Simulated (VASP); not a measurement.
Here is a VASP 6.6.1 calculation.

Contents of INCAR:

```
ALGO     = Normal         # electronic algorithm
EDIFF    = 1E-6           # SCF threshold, eV
EDIFFG   = -0.005         # ionic threshold
ENCUT    = 600            # plane-wave cutoff, eV
GGA      = CA             # functional
IBRION   = 2              # ionic algorithm
ISIF     = 3              # what is computed and relaxed
ISMEAR   = 1              # smearing method
LASPH    = T              # aspherical terms in the spheres
LCHARG   = F              # write CHGCAR
LREAL    = F              # projectors in reciprocal space
LWAVE    = F              # write WAVECAR
NELM     = 120            # most SCF steps
NSW      = 60             # ionic steps
PREC     = Accurate       # precision mode
SIGMA    = 0.1            # smearing width, eV
```

Contents of KPOINTS:

```
k-points
0
Gamma
  16 16 16
```

Contents of POSCAR:

```
NbN
1.0
    0.0000000000      2.1950000000      2.1950000000
    2.1950000000      0.0000000000      2.1950000000
    2.1950000000      2.1950000000      0.0000000000
Nb N
1 1
Direct
    0.0000000000      0.0000000000      0.0000000000
    0.5000000000      0.5000000000      0.5000000000
```

Potentials or basis: VASP PAW LDA potentials, release 64 (Nb_sv, N).

Command:

```sh
$ cat potpaw_LDA.64/Nb_sv/POTCAR potpaw_LDA.64/N/POTCAR > POTCAR
$ mpirun -np 1 vasp_std > vasp.out
```

(1) Estimate the relaxed volume.

(2) What does it give for the relaxed cell?

(3) What does it give for the space group after relaxing (to 0.05 Å)?

## Answers

(1) 10.33 Å³/atom.

(2) a = 3.080 Å, b = 3.080 Å, c = 3.080 Å, α = 60.00°, β = 60.00°, γ = 60.00°.

(3) Fm-3m (No. 225).
